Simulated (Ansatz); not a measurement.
Crystal: C.

```
C
1.0
     4.25517    0.00000    0.00000
     0.00000    4.25517    0.00000
     0.00000    0.00000    1.28229
C
1
Cartesian
  2.1276 2.1276 0.6411
```

The cell was built by a generator and needn't be a form met in nature.

- Program: Ansatz 0.2.0
- Task: single point
- Functional: PBE
- Potentials or basis: all-electron LAPW, scalar-relativistic
- Cutoff: 645 eV (chosen from the basis error)
- Basis error allowed: 0.001 eV/atom
- k mesh: 6 × 6 × 20
- Occupations: fermi-dirac, width 0.05 eV
- Spin: no spin polarisation

On this cell: pressure 0.1 GPa; band gap on the k mesh none (metal or under the smearing width).

The same run follows on a disturbed copy (cell strained at random at fixed volume):

```xyz
1
Lattice="4.2618 -0.0046 -0.0304 -0.0046 4.3021 0.0118 -0.0092 0.0035 1.2664" Properties=species:S:1:pos:R:3 pbc="T T T"
C     2.1065    2.1495    0.6870
```

Q: What changes?

A: The energy (extrapolated to zero smearing) moves by +12.7 meV/atom; pressure 3.8 GPa; band gap on the k mesh none (metal or under the smearing width).

Stress tensor (GPa, compression positive):
```
-0.40  0.00 -0.09
 0.00 -0.38  0.03
-0.09  0.03 12.06
```
